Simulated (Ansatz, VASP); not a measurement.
## Two plane-wave programs on Bi

```
Bi
1.0
    -2.04793    2.04793    2.04793
     2.04793   -2.04793    2.04793
     2.04793    2.04793   -2.04793
Bi
1
Direct
  0.00000 0.00000 0.00000
```

The cell was built by a generator and needn't be a form met in nature.

Alike in both runs: functional BLYP; k mesh 11 × 11 × 11; occupations fermi-dirac, width 0.1 eV; no spin polarisation.

Ansatz relaxed the structure, and its values are those at the end. VASP's run is a single point on that final structure, the one shown.

|  | VASP | Ansatz |
| --- | --- | --- |
| version | VASP 6.6.1 | Ansatz 0.2.0 |
| potentials or method | VASP PAW PBE potentials, release 64 (Bi_d) | plane waves (420 eV) with PAW, scalar-relativistic |
| plane-wave cutoff (eV) | 520 | 420 |
| valence electrons in the cell | 15 | 15 |

|  | VASP | Ansatz | Ansatz less VASP |
| --- | --- | --- | --- |
| pressure (GPa) | 0.1 | 0.0 | -0.06 |

Caveats: the PAW data sets were made with another functional, which shifts forces and pressure a little (VASP).
